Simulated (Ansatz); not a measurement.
# Au (P6_3/mmc) in Ansatz: reference runs

How does Au come out in PBE? The cell is run as given and disturbed.

Everything below comes from runs of Ansatz 0.2.0. Logs are shortened: lines on timing, memory, paths and dates and some standing lists are left out, and cuts for length are marked.

## 1. The structure

Symmetry: P6_3/mmc, No. 194, hexagonal system. Conventional cell: a = 2.900 Å, b = 2.900 Å, c = 4.880 Å, α = 90.00°, β = 90.00°, γ = 120.00°. Au (site symmetry -6m2) is surrounded by 12 Au at 2.90 to 2.96 Å.

This isn't the form of Au at room conditions, which is fcc.

## 2. Single point, PBE

input.yaml reads:

```yaml
crystal:
  lattice:
    - [2.9, 0.0, 0.0]
    - [-1.45, 2.511473671, 0.0]
    - [0.0, 0.0, 4.88]
  atoms:
    - { symbol: Au, position: [0.6666666667, 0.3333333333, 0.25] }
    - { symbol: Au, position: [0.3333333333, 0.6666666667, 0.75] }
kpoints:
  mp_grid: { grid: [11, 11, 6] }
scf:
  occupations: { method: fermi_dirac, width: 0.05 }
hamiltonian:
  xc: pbe
  pseudopotentials: { kind: all_electron, lapw: { basis_error: 0.001 } }
output:
  forces: true
  stress: true
  eigenvalues: true
  populations: true
```

Potentials or basis: all-electron LAPW, scalar-relativistic.

Launch:

```sh
$ ansatz run input.yaml --threads 1 --pin off --max-ram 3072MiB --backend cpu --events-out ev --progress --plain --runs-dir out
```

Log:

```text
Warning: RAYON_NUM_THREADS=1 ignored (pool sized by the plan → 1); use --threads N
Au: projections on atomic orbitals take those of the free atom 1s2 2s2 2p6 3s2 3p6 3d10 4s2 4p6 4d10 4f14 5s2 5p6 5d10 6s1, of charge +0.00 (hamiltonian.pseudopotentials.projection_atoms)
LAPW: plane waves up to 8.018 Å⁻¹, error target 1.0e-3 eV per atom; small_component_spin mean_spin; Au in spheres of 1.450 Å, 43 of its electrons in bands, Dirac shells [] (how accurate: hamiltonian.pseudopotentials.lapw.basis_error, Limitations)
Engine: ansatz 0.2.0, x86_64-unknown-linux-gnu
Pseudopotentials: kind: all_electron
Pseudopotential: Au, LAPW, valence charge 43, lapw/all_electron/scalar/gaussian/Au, Koelling and Harmon's equation, gaussian nucleus
Functional definition: PBE
  parameter kappa = 0.804
  parameter beta = 0.06672455060314922
  exchange = pbe_x(kappa = kappa, mu = beta*pi^2/3)
  correlation = pbe_c(beta = beta)
Crystal: 2 atoms, lattice volume = 35.542 Å³
Basis set: ecut = 244.9132767142758 eV, 313 PW (Γ), exchange–correlation at level 2
Bands: 52, of which v1, the nominal top of the filled ones, is band 43 counted from 1 (42 counted from 0)
Symmetry: 24 space group operations
Space group: P63/mmc (ITA 194), of the structure as read, at distance tolerance 3.3e-5 Å
k-points: 64 of 726
Non-local potential: Au, projectors of the file, none
Initial density: superposition of atomic densities (chi_scale 0.1, normalization cell)
Initial wavefunctions: plane waves of lowest kinetic energy (no species holds an atomic orbital)
Functional: x = pbe(κ = 0.804, μ = 0.2195149727645171), c = pbe(β = 0.06672455060314922)
iter 1 solved again at ethr=1.32e-4 eV; its pass at ethr=1.00e-1 eV (dr2=1.13e-1 eV) is discarded
SCF iter   1: F=—  HF=-1034450.257352 eV  |F-HF|=—  |Δ(HF+E_count)|=         —  Δρ=2.31e-2  dr2=1.13e-1  ethr=1.32e-4  ⟨swp⟩=3.0  Hψ=20300  notcnv=0
preconditioner: auto → LDOS  [metal: Δε(μ)=0.105 eV  Ē_g=15.204 eV  σ=0.050 eV  W_gap=0.48  n_scr=22 (ndim 8)  ℏωp=29.2 eV  f_vac=0.051  D(μ)=0.97/eV (n_scr^D=2)  β→1.0]
iter 2 solved again at ethr=1.64e-6 eV; its pass at ethr=1.32e-4 eV (dr2=1.41e-3 eV) is discarded
SCF iter   2: F=—  HF=-1034450.292122 eV  |F-HF|=—  |Δ(HF+E_count)|=   3.48e-2  Δρ=3.45e-3  dr2=1.41e-3  ethr=1.64e-6  ⟨swp⟩=2.0  Hψ=17481  notcnv=0
SCF iter   3: F=—  HF=-1034449.775054 eV  |F-HF|=—  |Δ(HF+E_count)|=   5.17e-1  Δρ=4.27e-3  dr2=3.83e-3  ethr=1.64e-6  ⟨swp⟩=3.2  Hψ=11295  notcnv=0
SCF iter   4: F=—  HF=-1034449.766240 eV  |F-HF|=—  |Δ(HF+E_count)|=   8.81e-3  Δρ=1.60e-3  dr2=5.46e-4  ethr=1.64e-6  ⟨swp⟩=2.5  Hψ=9657  notcnv=0
SCF iter   5: F=—  HF=-1034449.766236 eV  |F-HF|=—  |Δ(HF+E_count)|=   4.21e-6  Δρ=3.33e-4  dr2=2.53e-5  ethr=6.34e-7  ⟨swp⟩=2.5  Hψ=9654  notcnv=0
SCF iter   6: F=—  HF=-1034449.766282 eV  |F-HF|=—  |Δ(HF+E_count)|=   4.57e-5  Δρ=2.50e-5  dr2=1.31e-7  ethr=2.95e-8  ⟨swp⟩=3.0  Hψ=10021  notcnv=0
SCF iter   7: F=-1034449.766282 eV  HF=-1034449.766282 eV  |F-HF|=4.66e-10  |Δ(HF+E_count)|=   3.11e-7  Δρ=3.05e-6  dr2=2.44e-9  ethr=1.52e-10  ⟨swp⟩=3.0  Hψ=10150  notcnv=0
SCF 1 converged in 7 iterations: F = -1034449.766282 eV  dr2 = 2.44e-9
SCF converged after 7 iterations
Free energy (F): -1034449.766282 eV
Harris-Foulkes:  -1034449.766282 eV  (|F-HF|=4.66e-10)
Internal energy: -1034449.757745 eV  (E = F + TS)
E sigma→0 (E₀):  -1034449.762014 eV
Entropy (-TS):   -0.008537 eV (-4.269 meV/atom)
Fermi energy:    23.843671 eV
--- Per-component energies (eV) ---
  E_band       = -7782.989864
  E_kinetic    = 1179038.631560
  E_xc         = -19829.885188
  E_electrostatic = -2193658.504117  (all electrons and nuclei)
  E_smearing   = -0.008537  (= −TS)
  E_closure    = 0.000000  (closes the sum)
  E_atoms      = -1034443.326560  (free atoms, spherical and without spin; not in F)
  Σ components = -1034449.766282   (vs F -1034449.766282, Δ=0.00e0)
  Basis errors (estimates in eV, not in F): energy 2.2e-4 per atom: plane waves 2.1e-4 (1.1e-4 summed), levels above the bands 1.8e-167, relativity 5.4e-8, radial functions 9.1e-6, core shells 1.1e-8; eigenvalues (radial functions only) 6.7e-6; not estimated: angular momenta, meshes, grids; target (lapw.basis_error) 1.0e-3; muffin-tin radii Au 1.450 Å
--- Forces (eV/Å), atoms counted from 1 ---
  atom   1  Au    -0.00000000    -0.00000000     0.00000000
  atom   2  Au     0.00000000     0.00000000    -0.00000000
  max |Σ_I F_I| component: 2.31e-18 eV/Å
--- Stress (GPa, compression-positive) ---
        2.126394       0.000000      -0.000000
        0.000000       2.126394      -0.000000
       -0.000000      -0.000000       1.305269
  P = ⅓ Tr σ = 1.8527 GPa (18.527 kbar)
--- Band table (eV; the first three rows and the last of 64) ---
  k-point 0: bands = ["-298.7170", "-298.7170", "-298.7113", "-298.7113", "-298.7113", "-298.7113", "-298.7054", "-298.7054", "-298.7054", "-298.7054", "-81.4312", "-81.4232", "-54.4599", "-54.4596", "-54.4584", "-54.4584", "-54.4575", "-54.4575", "-54.4557", "-54.4557", "-54.4553", "-54.4553", "-54.4495", "-54.4495", "-54.4495", "-54.4495", "-32.9584", "-32.8118", "-32.8118", "-32.7913", "-32.7882", "-32.7882", "14.4369", "16.8313", "19.2183", "19.4998", "19.4998", "19.7877", "19.7877", "20.4475", "20.4475", "21.7148", "21.7148", "22.8883", "26.3299", "38.4389", "39.4607", "40.5207", "41.9793", "41.9793", "44.8638", "44.8638"]
  k-point 1: bands = ["-298.7170", "-298.7170", "-298.7113", "-298.7113", "-298.7113", "-298.7113", "-298.7054", "-298.7054", "-298.7054", "-298.7054", "-81.4307", "-81.4237", "-54.4599", "-54.4596", "-54.4584", "-54.4584", "-54.4575", "-54.4575", "-54.4557", "-54.4557", "-54.4553", "-54.4553", "-54.4495", "-54.4495", "-54.4495", "-54.4495", "-32.9473", "-32.8102", "-32.8102", "-32.8026", "-32.7898", "-32.7898", "14.6564", "16.8124", "19.1711", "19.4567", "19.4567", "19.7268", "19.7268", "20.5997", "20.5997", "21.6441", "21.6798", "21.6798", "28.0113", "37.9463", "39.6843", "40.0586", "41.7742", "41.7742", "44.4924", "44.4924"]
  k-point 2: bands = ["-298.7170", "-298.7170", "-298.7113", "-298.7113", "-298.7113", "-298.7113", "-298.7054", "-298.7054", "-298.7054", "-298.7054", "-81.4292", "-81.4252", "-54.4598", "-54.4597", "-54.4584", "-54.4584", "-54.4575", "-54.4575", "-54.4556", "-54.4556", "-54.4554", "-54.4554", "-54.4495", "-54.4495", "-54.4495", "-54.4495", "-32.9169", "-32.8334", "-32.8059", "-32.8059", "-32.7941", "-32.7941", "15.2686", "16.6434", "19.0961", "19.4181", "19.4181", "19.5898", "19.5898", "20.0580", "20.9346", "20.9346", "21.5463", "21.5463", "30.9766", "36.8291", "38.9652", "39.2450", "41.7057", "41.7057", "43.2120", "43.2120"]
  k-point 63: bands = ["-298.7170", "-298.7170", "-298.7113", "-298.7113", "-298.7113", "-298.7113", "-298.7054", "-298.7054", "-298.7054", "-298.7054", "-81.4189", "-81.4189", "-54.4595", "-54.4595", "-54.4584", "-54.4584", "-54.4579", "-54.4579", "-54.4558", "-54.4558", "-54.4557", "-54.4557", "-54.4494", "-54.4494", "-54.4494", "-54.4494", "-32.9431", "-32.9431", "-32.9029", "-32.9029", "-32.8296", "-32.8296", "18.1142", "18.1142", "18.8246", "18.8246", "19.4834", "19.4834", "20.3916", "20.3916", "21.7912", "21.7912", "27.5071", "27.5071", "28.2310", "28.2310", "31.0416", "31.0416", "39.0329", "39.0329", "41.8252", "41.8252"]
--- Löwdin populations: 2 sites ---
  site symbol       q [e]
     0     Au     78.8534
     1     Au     78.8534
  spilling = 0.001855 (of n_electrons = 158.000000)
```

It took 17 s on 1 thread of Intel Xeon 6975P-C (Granite Rapids), shared host; peak memory 0.48 GiB.

Results:

* Free energy: -1034449.7663 eV
* Pressure: 1.9 GPa
* Band gap on the k mesh: none (metal or under the smearing width)

Stress tensor (GPa, compression positive):
```
2.13 0.00 0.00
0.00 2.13 0.00
0.00 0.00 1.31
```

Levels at points of the mesh, in eV from the Fermi level:
| k point | band 39 | band 40 | band 41 | band 42 | band 43 | band 44 | band 45 | band 46 | band 47 | band 48 |
| --- | --- | --- | --- | --- | --- | --- | --- | --- | --- | --- |
| (0.00, 0.00, 0.00) | -4.06 | -3.40 | -3.40 | -2.13 | -2.13 | -0.96 | 2.49 | 14.60 | 15.62 | 16.68 |
| (0.00, 0.00, -0.50) | -4.38 | -4.38 | -2.56 | -2.56 | -2.56 | -2.56 | 10.33 | 10.33 | 14.87 | 14.87 |

The run has no spin-orbit coupling, so splittings on Au are missing.

## 3. Single point, PBE (atoms moved at random, drawn with an rms of 0.05 Å)

Changes to input.yaml since step 2:

```diff
@@ -6,4 +6,4 @@
   atoms:
-    - { symbol: Au, position: [0.6666666667, 0.3333333333, 0.25] }
-    - { symbol: Au, position: [0.3333333333, 0.6666666667, 0.75] }
+    - { symbol: Au, position: [0.688191, 0.352032, 0.251218] }
+    - { symbol: Au, position: [0.32218, 0.663265, 0.75447] }
 kpoints:
```

Potentials or basis: all-electron LAPW, scalar-relativistic.

Launch:

```sh
$ ansatz run input.yaml --threads 1 --pin off --max-ram 3072MiB --backend cpu --events-out ev --progress --plain --runs-dir out
```

Run time: 89 s. Hardware: 1 thread of Intel Xeon 6975P-C (Granite Rapids), shared host; peak memory 1.4 GiB.

Results (log left out):

| Property | Result |
| --- | --- |
| Free energy | -1034449.7642 eV |
| Pressure | 1.9 GPa |
| Largest force | 0.103 eV/Å |
| Band gap on the k mesh | none (metal or under the smearing width) |

Forces on the atoms (eV/Å):
```
Au  -0.030 -0.018  0.097
Au   0.030  0.018 -0.097
```

Stress tensor (GPa, compression positive):
```
 2.27  0.20 -0.08
 0.20  1.97 -0.05
-0.08 -0.05  1.48
```

Levels at points of the mesh, in eV from the Fermi level:
```
            k point  band 40  band 41  band 42  band 43  band 44  band 45  band 46  band 47
 (0.00, 0.00, 0.00)    -3.51    -3.27    -2.25    -2.01    -0.95     2.49    14.59    15.62
(0.00, 0.00, -0.50)    -4.35    -2.62    -2.57    -2.54    -2.51    10.23    10.45    14.88
```
